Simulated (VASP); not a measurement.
## ZnCu: single point with LDA

ZnCu:

```
Zn Cu
1.0
     2.94500    0.00000    0.00000
     0.00000    2.94500    0.00000
     0.00000    0.00000    2.94500
Zn Cu
1 1
Direct
  0.50000 0.50000 0.50000
  0.00000 0.00000 0.00000
```

```yaml
Program: VASP 6.6.1
Task: single point
Functional: LDA
Potentials_or_basis: VASP PAW LDA potentials, release 64 (Zn, Cu)
Cutoff: 520 eV
k_mesh: 16 × 16 × 16
Occupations: gaussian, width 0.15 eV
Spin: no spin polarisation
Dipole_correction: no
Further_INCAR_settings: ALGO = Fast; EDIFF = 1e-06; NBANDS = 18
```

```yaml
Pressure: -8.9 GPa
Band_gap_on_the_k_mesh: none (metal or under the smearing width)
```

Levels at points of the mesh, in eV from the Fermi level:
```csv
k point,band 9,band 10,band 11,band 12,band 13,band 14,band 15,band 16
"(0.00, 0.00, 0.00)",-2.77,-2.77,-2.77,6.18,6.18,6.18,11.40,11.40
"(0.50, 0.00, 0.00)",-3.32,-3.32,-2.85,-2.03,11.64,11.64,12.30,12.30
"(0.50, 0.50, 0.00)",-2.92,-2.53,-1.85,-1.85,1.71,2.08,13.78,15.54
"(0.50, 0.50, 0.50)",-2.51,-2.51,3.71,4.38,4.38,4.38,4.54,4.54
```

Run time: 41 s on 1 thread of Intel(R) Xeon(R) Platinum 8488C (Sapphire Rapids), with other jobs on the host, peak memory 0.19 GiB.
